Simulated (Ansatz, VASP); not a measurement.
**Fe in VASP and in Ansatz**

File INCAR:

```
ALGO = Normal
EDIFF = 1E-6
ENCUT = 520
GGA = PS
ISIF = 2
ISMEAR = -1
ISPIN = 2
LASPH = True
LCHARG = False
LMAXMIX = 4
LORBIT = 11
LREAL = False
LWAVE = False
MAGMOM = 4.5
NBANDS = 14
NELM = 150
PREC = Accurate
SIGMA = 0.05
```

KPOINTS

```
k-points
0
Gamma
  13 13 13
```

The input POSCAR:

```
Fe
1.0
   -1.4430000000      1.4430000000      1.4430000000
    1.4430000000     -1.4430000000      1.4430000000
    1.4430000000      1.4430000000     -1.4430000000
Fe
1
Direct
    0.0000000000      0.0000000000      0.0000000000
```

The input input.yaml:

```yaml
crystal:
  lattice:
    - [-1.443, 1.443, 1.443]
    - [1.443, -1.443, 1.443]
    - [1.443, 1.443, -1.443]
  atoms:
    - { symbol: Fe, position: [0.0, 0.0, 0.0], spin: 4.5 }
hamiltonian:
  xc: pbesol
  pseudopotentials: { kind: paw }
magnetization:
  spin_polarized: true
kpoints:
  mp_grid: { grid: [13, 13, 13] }
scf:
  occupations: { method: fermi_dirac, width: 0.05 }
output:
  forces: true
  stress: true
  eigenvalues: true
```

Alike in both runs: task single point; functional PBEsol; k mesh 13 × 13 × 13; occupations fermi-dirac, width 0.05 eV; collinear spin.

|  | VASP | Ansatz |
| --- | --- | --- |
| version | VASP 6.6.1 | Ansatz 0.2.0 |
| potentials or method | VASP PAW PBE potentials, release 64 (Fe) | Ansatz PAW |
| plane-wave cutoff (eV) | 520 | 420 |
| valence electrons in the cell | 8 | 16 |

```tsv
	VASP	Ansatz	Ansatz less VASP
gap on the k mesh at the Fermi level (eV)	none	none	-
pressure (GPa)	-17.4	-17.9	-0.58
net moment per atom (μB)	2.29	2.26	-0.030
size of the moment on the site where the two differ most (μB)	2.29	2.31	+0.017
```

Site moments also hang on the region over which each program counts them. A gap of «none» marks a metal or a gap that the smearing closes. The functional is the same, so the differences come from potentials, cutoffs and numerics. The two sets of potentials don't hold the same shells in valence.

Caveats: so large a pressure means that the cell lies far from this level's equilibrium, or that cutoff or potentials fall short (VASP); the potentials were made for another functional, which shifts forces and pressure (VASP); the PAW data sets come from PBE, with cores solved anew for the run's functional, which leaves a small shift of forces and pressure (Ansatz).
